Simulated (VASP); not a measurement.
# NaI (Fm-3m) in VASP: a series of runs

The runs below take NaI through band structure, with HF, PBEsol, RPBE, revPBE.

Everything below comes from runs of VASP 6.6.1. Logs are shortened: lines on timing, memory, paths and dates and some standing lists are left out, and cuts for length are marked.

## Step 1: The structure

It takes space group Fm-3m (No. 225, cubic). Conventional cell: a = 6.473 Å, b = 6.473 Å, c = 6.473 Å, α = 90.00°, β = 90.00°, γ = 90.00°. I (site symmetry m-3m) is surrounded by 6 Na at 3.24 Å. Around Na (site symmetry m-3m) lie 6 I at 3.24 Å.

## Step 2: Band structure, HF

File POSCAR:

```
NaI
1.0
    0.0000000000      3.2364000000      3.2364000000
    3.2364000000      0.0000000000      3.2364000000
    3.2364000000      3.2364000000      0.0000000000
I Na
1 1
Direct
    0.5000000000      0.5000000000      0.5000000000
    0.0000000000      0.0000000000      0.0000000000
```

File INCAR.step1:

```
PREC = Accurate
ENCUT = 520
EDIFF = 1E-5
ISMEAR = -1
SIGMA = 0.05
LREAL = F
LASPH = T
NELM = 100
ALGO = Normal
ISIF = 2
LWAVE = T
LCHARG = F
GGA = PE
```

File INCAR.step2:

```
PREC = Accurate
ENCUT = 520
EDIFF = 1E-7
ISMEAR = -1
SIGMA = 0.05
LREAL = F
LASPH = T
NELM = 100
ALGO = Normal
ISIF = 2
LWAVE = F
LCHARG = F
GGA = PE
LHFCALC = T
AEXX = 1.0
ALDAC = 0.0
AGGAC = 0.0
PRECFOCK = Fast
ISTART = 1
```

File KPOINTS:

```
regular mesh
0
Gamma
  4 4 4
```

File KPOINTS_OPT:

```
path GXWKGLUWLK,UX
10
line-mode
reciprocal
 0.0000000000  0.0000000000  0.0000000000  G
 0.5000000000  0.0000000000  0.5000000000  X

 0.5000000000  0.0000000000  0.5000000000  X
 0.5000000000  0.2500000000  0.7500000000  W

 0.5000000000  0.2500000000  0.7500000000  W
 0.3750000000  0.3750000000  0.7500000000  K

 0.3750000000  0.3750000000  0.7500000000  K
 0.0000000000  0.0000000000  0.0000000000  G

 0.0000000000  0.0000000000  0.0000000000  G
 0.5000000000  0.5000000000  0.5000000000  L

 0.5000000000  0.5000000000  0.5000000000  L
 0.6250000000  0.2500000000  0.6250000000  U

 0.6250000000  0.2500000000  0.6250000000  U
 0.5000000000  0.2500000000  0.7500000000  W

 0.5000000000  0.2500000000  0.7500000000  W
 0.5000000000  0.5000000000  0.5000000000  L

 0.5000000000  0.5000000000  0.5000000000  L
 0.3750000000  0.3750000000  0.7500000000  K

 0.6250000000  0.2500000000  0.6250000000  U
 0.5000000000  0.0000000000  0.5000000000  X
```

Potentials or basis: VASP PAW PBE potentials, release 64 (I, Na_pv).

Command:

```console
$ cat potpaw_PBE.64/I/POTCAR potpaw_PBE.64/Na_pv/POTCAR > POTCAR
$ cp INCAR.step1 INCAR
$ mpirun -np 1 vasp_std > vasp.out
$ cp INCAR.step2 INCAR
$ mpirun -np 1 vasp_std > vasp.out
```

OUTCAR:

```text
PREC = Accurate
   ENCUT = 520
   EDIFF = 1E-7
   ISMEAR = -1
   LREAL = F
   LASPH = T
   NELM = 100
   ISIF = 2
   GGA = PE
   LHFCALC = T
   AEXX = 1.0
   PRECFOCK = Fast
   ISTART = 1

 ion  position               nearest neighbor table
   1  0.500  0.500  0.500-
   2  0.000  0.000  0.000-

  LATTYP: Found a face centered cubic cell.
 ALAT       =     6.4728000000

  Lattice vectors:

 A1 = (   0.0000000000,   3.2364000000,   3.2364000000)
 A2 = (   3.2364000000,   0.0000000000,   3.2364000000)
 A3 = (   3.2364000000,   3.2364000000,   0.0000000000)

Analysis of symmetry for initial positions (statically):
=====================================================================
 Subroutine PRICEL returns:
 Original cell was already a primitive cell.

 Routine SETGRP: Setting up the symmetry group for a
 face centered cubic supercell.

 Subroutine GETGRP returns: Found 48 space group operations
 (whereof 48 operations were pure point group operations)
 out of a pool of 48 trial point group operations.

The static configuration has the point symmetry O_h .

Analysis of symmetry for dynamics (positions and initial velocities):
=====================================================================
 Subroutine PRICEL returns:
 Original cell was already a primitive cell.

 Routine SETGRP: Setting up the symmetry group for a
 face centered cubic supercell.

 Subroutine GETGRP returns: Found 48 space group operations
 (whereof 48 operations were pure point group operations)
 out of a pool of 48 trial point group operations.

The dynamic configuration has the point symmetry O_h .

 Subroutine INISYM returns: Found 48 space group operations
 (whereof 48 operations are pure point group operations),
 and found     1 'primitive' translations

----------------------------------------------------------------------------------------

                                     Primitive cell

  volume of cell :      67.7980

  direct lattice vectors                    reciprocal lattice vectors
     0.000000000  3.236400000  3.236400000    -0.154492646  0.154492646  0.154492646
     3.236400000  0.000000000  3.236400000     0.154492646 -0.154492646  0.154492646
     3.236400000  3.236400000  0.000000000     0.154492646  0.154492646 -0.154492646

  length of vectors
     4.576960773  4.576960773  4.576960773     0.267589113  0.267589113  0.267589113

  position of ions in fractional coordinates (direct lattice)
     0.500000000  0.500000000  0.500000000
     0.000000000  0.000000000  0.000000000

  ion indices of the primitive-cell ions
   primitive index   ion index
                 1           1
                 2           2

----------------------------------------------------------------------------------------

 KPOINTS: regular mesh

Automatic generation of k-mesh.
 Grid dimensions read from file:
 generate k-points for:    4    4    4

 Generating k-lattice:

  Cartesian coordinates                     Fractional coordinates (reciprocal lattice)
    -0.038623162  0.038623162  0.038623162     0.250000000  0.000000000  0.000000000
     0.038623162 -0.038623162  0.038623162     0.000000000  0.250000000  0.000000000
     0.038623162  0.038623162 -0.038623162     0.000000000  0.000000000  0.250000000

  Length of vectors
     0.066897278  0.066897278  0.066897278

  Shift w.r.t. Gamma in fractional coordinates (k-lattice)
     0.000000000  0.000000000  0.000000000

 Subroutine IBZKPT returns following result:
 ===========================================

 Found      8 irreducible k-points:

 Following reciprocal coordinates:
            Coordinates               Weight
  0.000000  0.000000  0.000000      1.000000
  0.250000  0.000000  0.000000      8.000000
  0.500000  0.000000  0.000000      4.000000
  0.250000  0.250000  0.000000      6.000000
  0.500000  0.250000  0.000000     24.000000
 -0.250000  0.250000  0.000000     12.000000
  0.500000  0.500000  0.000000      3.000000
 -0.250000  0.500000  0.250000      6.000000
[... 48 lines left out ...]
      6      -2.6510      2.00000
      7      -2.6510      2.00000
      8       9.7224      0.00000
      9      12.5482      0.00000
     10      13.0394      0.00000
     11      13.0394      0.00000

 k-point     3 :       0.5000    0.0000    0.0000
  band No.  band energies     occupation
      1     -34.3774      2.00000
      2     -34.3725      2.00000
      3     -34.3725      2.00000
      4     -16.7019      2.00000
      5      -5.2810      2.00000
      6      -2.8363      2.00000
      7      -2.8363      2.00000
      8       9.6825      0.00000
      9      12.4623      0.00000
     10      12.4623      0.00000
     11      14.6153      0.00000

 k-point     4 :       0.2500    0.2500    0.0000
  band No.  band energies     occupation
      1     -34.3743      2.00000
      2     -34.3734      2.00000
      3     -34.3734      2.00000
      4     -16.8866      2.00000
      5      -3.9386      2.00000
      6      -2.9872      2.00000
      7      -2.9872      2.00000
      8      10.2548      0.00000
      9      10.9683      0.00000
     10      12.7471      0.00000
     11      14.5215      0.00000

 k-point     5 :       0.5000    0.2500    0.0000
  band No.  band energies     occupation
      1     -34.3763      2.00000
      2     -34.3740      2.00000
      3     -34.3734      2.00000
      4     -16.6376      2.00000
      5      -4.8043      2.00000
      6      -3.6399      2.00000
      7      -3.1592      2.00000
      8      10.2829      0.00000
      9      11.6154      0.00000
     10      12.9551      0.00000
     11      14.0156      0.00000

 k-point     6 :      -0.2500    0.2500    0.0000
  band No.  band energies     occupation
      1     -34.3757      2.00000
      2     -34.3744      2.00000
      3     -34.3725      2.00000
      4     -16.7156      2.00000
      5      -4.5732      2.00000
      6      -3.7059      2.00000
      7      -2.8394      2.00000
      8      11.0411      0.00000
      9      12.1449      0.00000
     10      12.2578      0.00000
     11      13.3992      0.00000

 k-point     7 :       0.5000    0.5000    0.0000
  band No.  band energies     occupation
      1     -34.3766      2.00000
      2     -34.3742      2.00000
      3     -34.3742      2.00000
      4     -16.5687      2.00000
      5      -4.9920      2.00000
      6      -3.4538      2.00000
      7      -3.4538      2.00000
      8       9.2946      0.00000
      9      10.0106      0.00000
     10      15.4657      0.00000
     11      17.2131      0.00000

 k-point     8 :      -0.2500    0.5000    0.2500
  band No.  band energies     occupation
      1     -34.3754      2.00000
      2     -34.3754      2.00000
      3     -34.3739      2.00000
      4     -16.5586      2.00000
      5      -4.3059      2.00000
      6      -4.3059      2.00000
      7      -3.6089      2.00000
      8      10.8562      0.00000
      9      12.3780      0.00000
     10      12.3780      0.00000
     11      13.1712      0.00000

------------------------ aborting loop because EDIFF is reached ----------------------------------------

  FORCE on cell =-STRESS in cart. coord.  units (eV):
  Direction    XX          YY          ZZ          XY          YZ          ZX
  --------------------------------------------------------------------------------------
  -------------------------------------------------------------------------------------
  Total        0.7509805      0.7509805      0.7509805     -0.0000000      0.0000000     -0.0000000
  in kB       17.7469058     17.7469058     17.7469058     -0.0000000      0.0000000     -0.0000000
  external PRESSURE =      17.7469058 kB  Pullay stress =       0.0000000 kB

 VOLUME and BASIS-vectors are now :
 -----------------------------------------------------------------------------
  energy-cutoff  :      520.00
  volume of cell :       67.80
      direct lattice vectors                 reciprocal lattice vectors
     0.000000000  3.236400000  3.236400000    -0.154492646  0.154492646  0.154492646
     3.236400000  0.000000000  3.236400000     0.154492646 -0.154492646  0.154492646
     3.236400000  3.236400000  0.000000000     0.154492646  0.154492646 -0.154492646

 POSITION                                       TOTAL-FORCE (eV/Angst)
 -----------------------------------------------------------------------------------
      3.23640      3.23640      3.23640         0.000000      0.000000      0.000000
      0.00000      0.00000      0.00000        -0.000000     -0.000000      0.000000
 -----------------------------------------------------------------------------------
    total drift:                               -0.000000     -0.000000     -0.000000

  FREE ENERGIE OF THE ION-ELECTRON SYSTEM (eV)
  ---------------------------------------------------
  free  energy   TOTEN  =       -10.3305356191 eV

  energy  without entropy=      -10.3305356190  energy(sigma->0) =      -10.33053562
```

It took 17 min on 1 thread of AMD EPYC 9R45 (Zen 5), shared host; peak memory 0.21 GiB.

What came out:

* Free energy: -10.3305 eV
* Pressure: 1.8 GPa

Levels at the corners of the path, in eV from the valence-band top:
```tsv
point	band 3	band 4	band 5	band 6	band 7	band 8	band 9	band 10	band 11
Γ	-33.12	-15.94	-1.20	-1.20	-1.20	9.69	14.14	14.14	14.14
X	-33.12	-15.32	-3.74	-2.20	-2.20	10.55	11.26	16.72	18.48
X	-33.12	-15.32	-3.74	-2.20	-2.20	10.55	11.26	16.72	18.47
W	-33.12	-15.31	-3.05	-3.05	-2.36	12.11	13.63	13.63	14.42
W	-33.12	-15.31	-3.05	-3.05	-2.36	12.11	13.63	13.63	14.42
K	-31.86	-14.07	-2.10	-1.65	-0.73	11.25	12.77	15.18	15.97
K	-31.86	-14.07	-2.10	-1.65	-0.73	11.25	12.77	15.18	16.00
Γ	-33.12	-15.94	-1.20	-1.20	-1.20	9.69	14.14	14.14	14.14
Γ	-33.12	-15.94	-1.20	-1.20	-1.20	9.69	14.14	14.14	14.14
L	-33.12	-15.45	-4.03	-1.58	-1.58	10.93	13.71	13.71	15.88
L	-33.12	-15.45	-4.03	-1.58	-1.58	10.93	13.71	13.71	15.87
U	-31.86	-14.07	-2.10	-1.65	-0.73	11.25	12.77	15.18	15.95
U	-31.86	-14.07	-2.10	-1.65	-0.73	11.25	12.77	15.18	15.96
W	-33.12	-15.31	-3.05	-3.05	-2.36	12.11	13.63	13.63	14.42
W	-33.12	-15.31	-3.05	-3.05	-2.36	12.11	13.63	13.63	14.42
L	-33.12	-15.45	-4.03	-1.58	-1.58	10.93	13.71	13.71	15.87
L	-33.12	-15.45	-4.03	-1.58	-1.58	10.93	13.71	13.71	15.87
K	-31.86	-14.07	-2.10	-1.65	-0.73	11.25	12.77	15.18	15.96
U	-31.86	-14.07	-2.10	-1.65	-0.73	11.25	12.77	15.18	15.95
X	-33.12	-15.32	-3.74	-2.20	-2.20	10.55	11.26	16.72	18.48
```

Caveat: the k mesh is coarse (spacing up to 0.42 Å⁻¹), so the values aren't converged, least of all with exact exchange; an unscreened hybrid on a path of extra k points without a Coulomb cutoff has errors near the mesh points, so the bands along the path aren't reliable; the PAW data sets were made with another functional, which shifts forces and pressure a little; spin-orbit coupling is left out, which moves the levels of the heavy elements.

## Step 3: Band structure, PBEsol, spin-orbit coupling, no magnetisation

File INCAR:

```
SYSTEM = NaI
ALGO = Normal
EDIFF = 1E-7
ENCUT = 520
GGA = PS
GGA_COMPAT = .FALSE.
ISIF = 2
ISMEAR = -1
LASPH = .TRUE.
LCHARG = .FALSE.
LORBIT = 11
LREAL = .FALSE.
LSORBIT = .TRUE.
LWAVE = .FALSE.
MAGMOM = 0 0 0 0 0 0
NBANDS = 26
NELM = 100
PREC = Accurate
SIGMA = 0.05
```

File KPOINTS:

```
k-points
0
G
  5 5 5
  0 0 0
```

POSCAR is that of step 2.

Edit KPOINTS_OPT of step 2 so:

```diff
@@ -1,3 +1,3 @@
 path GXWKGLUWLK,UX
-10
+15
 line-mode
```

Potentials or basis: VASP PAW PBE potentials, release 64 (I, Na_pv).

Command:

```console
$ cat potpaw_PBE.64/I/POTCAR potpaw_PBE.64/Na_pv/POTCAR > POTCAR
$ mpirun -np 1 vasp_ncl > vasp.out
```

Run time: 4 min. Hardware: 1 thread of AMD EPYC 9R45 (Zen 5), shared host; peak memory 0.35 GiB.

Results (log left out):

| Property | Result |
| --- | --- |
| Free energy | -5.7904 eV |
| Pressure | -0.4 GPa |
| Valence electrons inside the program's atomic spheres | I 4.33; Na 6.02 |

Caveat: the PAW data sets were made with another functional, which shifts forces and pressure a little.

[end of part 1 of 2]
